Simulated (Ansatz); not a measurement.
# TiO: the cost of one run

Method: DFT r2SCAN, scalar-relativistic, plane waves, PAW, in Ansatz 0.2.0.

2 further runs of the same task are left out: 2 set aside as unsound or not needed.

## Step 1: Starting point

The structure is hexagonal, space group P-6m2 (No. 187). The conventional cell has a = 2.804 Å, b = 2.804 Å, c = 2.819 Å, α = 90.00°, β = 90.00°, γ = 120.00°. Ti (site symmetry -6m2) has 6 O at 2.15 Å as nearest neighbours. Around O (site symmetry -6m2) lie 6 Ti at 2.15 Å.

Structure file:

```
CELL_PARAMETERS angstrom
2.80356 0.00000 0.00000
-1.40178 2.42795 0.00000
0.00000 0.00000 2.81862
ATOMIC_POSITIONS crystal
Ti 0.66667 0.33333 0.00000
O 0.00000 0.00000 0.50000
```

It is the result of an earlier relaxation at this level (volume 9.59 Å³/atom; gap on the mesh: none (metal)).

## Step 2: Static run: bands, density of states and charges

Input file input.yaml:

```yaml
crystal:
  lattice:
    - [2.8035559919, 0.0, 0.0]
    - [-1.4017779959, 2.4279507099, 0.0]
    - [0.0, 0.0, 2.8186160501]
  atoms:
    - { symbol: Ti, position: [0.6666666667, 0.3333333333, 0.0] }
    - { symbol: O, position: [0.0, 0.0, 0.5] }
basis:
  ecutwfc: 500
kpoints:
  mp_grid: { grid: [18, 18, 14] }
  band_path:
    path:
      - [[0.0, 0.0, 0.0], [0.5, 0.0, 0.0], [0.33333333, 0.33333333, 0.0], [0.0, 0.0, 0.0], [0.0, 0.0, 0.5], [0.5, 0.0, 0.5], [0.33333333, 0.33333333, 0.5], [0.0, 0.0, 0.5]]
      - [[0.5, 0.0, 0.5], [0.5, 0.0, 0.0]]
      - [[0.33333333, 0.33333333, 0.5], [0.33333333, 0.33333333, 0.0]]
    npoints: 14
hamiltonian:
  xc: r2scan
scf:
  occupations: { method: gaussian, width: 0.1 }
  n_extra_bands: 6
output:
  forces: true
  stress: true
  eigenvalues: true
  populations: true
  dos: { projected: true, de: 0.02, nscf_kmesh: { grid: [27, 27, 21] } }
  bader: true
  write_density: true
  write_potential: true
  elf: true
  volumetric_format: npy
```

Started as:

```bash
$ ansatz run input.yaml --threads 1 --pin off --max-ram 2560MiB --backend cpu --events-out ev --progress --plain --runs-dir out
```

Q: Estimate wall time and peak memory on 1 thread of AMD EPYC (Zen 3), shared host.

About 2.2 min, with a peak of 0.5 GiB.
